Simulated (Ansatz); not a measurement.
**MoS2: response to strain**

MoS2 is deformed so: zz strain of +3 %. What stress and forces result, by LAPW, PAW and all-electron datasets made for the crystal?

Method: DFT PBEsol, scalar-relativistic, in Ansatz 0.2.0.

**1. The starting structure**

It takes space group R3m (No. 160, trigonal). Conventional cell: a = 3.163 Å, b = 3.163 Å, c = 18.370 Å, α = 90.00°, β = 90.00°, γ = 120.00°. Around Mo (site symmetry 3m) lie 6 S at 2.36 Å. S (site symmetry 3m) has 3 Mo at 2.36 Å as nearest neighbours.

Structure file:

```cif
data_structure
_symmetry_space_group_name_H-M 'P 1'
_symmetry_Int_Tables_number 1
_cell_length_a 6.3898
_cell_length_b 6.3898
_cell_length_c 6.3898
_cell_angle_alpha 28.660
_cell_angle_beta 28.660
_cell_angle_gamma 28.660
_cell_volume 53.05
loop_
_atom_site_label
_atom_site_type_symbol
_atom_site_fract_x
_atom_site_fract_y
_atom_site_fract_z
_atom_site_occupancy
Mo1 Mo 0.00000 0.00000 0.00000 1
S1 S 0.74840 0.74840 0.74840 1
S2 S 0.58490 0.58490 0.58490 1
```

Atoms are numbered in the order of the input: Mo1, S2, S3.

**2. The deformed structure**

Space group R3m before, R3m after.

**3. LAPW, all electrons**

input.yaml

```yaml
crystal:
  lattice:
    - [1.5815003568, 0.9130796567, 6.3070299]
    - [-1.5815003568, 0.9130796567, 6.3070299]
    - [0.0, -1.8261593134, 6.3070299]
  atoms:
    - { symbol: Mo, position: [0.0, 0.0, 0.0] }
    - { symbol: S, position: [0.7484, 0.7484, 0.7484] }
    - { symbol: S, position: [0.5849, 0.5849, 0.5849] }
kpoints:
  mp_grid: { grid: [13, 13, 13] }
  band_path:
    path:
      - [0.0, 0.0, 0.0]
      - [0.5, 0.5, 0.5]
      - [0.8193607633, 0.1806392367, 0.5]
      - [0.5, -0.1806392367, 0.1806392367]
      - [0.5, 0.0, 0.0]
      - [0.0, 0.0, 0.0]
      - [0.3403196184, -0.3403196184, 0.0]
      - [0.6596803817, 0.0, 0.3403196183]
      - [0.5, 0.0, 0.5]
    npoints: 5
scf:
  occupations: { method: fermi_dirac, width: 0.05 }
hamiltonian:
  xc: pbesol
  pseudopotentials: { kind: all_electron, lapw: { basis_error: 0.0005 } }
output:
  forces: true
  stress: true
  eigenvalues: true
```

Command:

```bash
$ ansatz run input.yaml --threads 1 --pin off --max-ram 6144MiB --backend cpu --events-out ev --progress --plain --runs-dir out
```

**4. PAW on the default files**

input.yaml

```yaml
crystal:
  lattice:
    - [1.5815003568, 0.9130796567, 6.3070299]
    - [-1.5815003568, 0.9130796567, 6.3070299]
    - [0.0, -1.8261593134, 6.3070299]
  atoms:
    - { symbol: Mo, position: [0.0, 0.0, 0.0] }
    - { symbol: S, position: [0.7484, 0.7484, 0.7484] }
    - { symbol: S, position: [0.5849, 0.5849, 0.5849] }
kpoints:
  mp_grid: { grid: [13, 13, 13] }
scf:
  occupations: { method: fermi_dirac, width: 0.05 }
hamiltonian:
  xc: pbesol
  pseudopotentials: { kind: paw }
output:
  forces: true
  stress: true
  eigenvalues: true
  efg: { contact_densities: true }
  write_density: true
  write_potential: true
  elf: true
  volumetric_format: npy
```

**5. All-electron PAW on datasets made for the crystal**

input.yaml, as its differences from that of step 4:

```diff
@@ -15,3 +15,3 @@
   xc: pbesol
-  pseudopotentials: { kind: paw }
+  pseudopotentials: { kind: all_electron, datasets: crystal }
 output:
@@ -21,5 +21 @@
   efg: { contact_densities: true }
-  write_density: true
-  write_potential: true
-  elf: true
-  volumetric_format: npy
```

(Steps that only read results are left out.)

**Question.** What will these runs give? Wanted: pressure; largest shear or deviatoric stress.

The runs gave:

| quantity | value |
| --- | --- |
| pressure | LAPW -0.72, PAW -0.74, crystal datasets -0.73 GPa |
| largest shear or deviatoric stress (LAPW) | 1.42 GPa |

What this shows: The largest part of the stress beyond the pressure is 1.42 GPa in size, in the zz component; the atoms are carried along and not relaxed. No run of the undeformed cell stands beside it, so the pressure holds what the given cell had before the change. PAW: stress within 0.02 GPa of LAPW, forces within 1 meV/Å. Crystal datasets: stress within 0.01 GPa of LAPW, forces within 1 meV/Å.
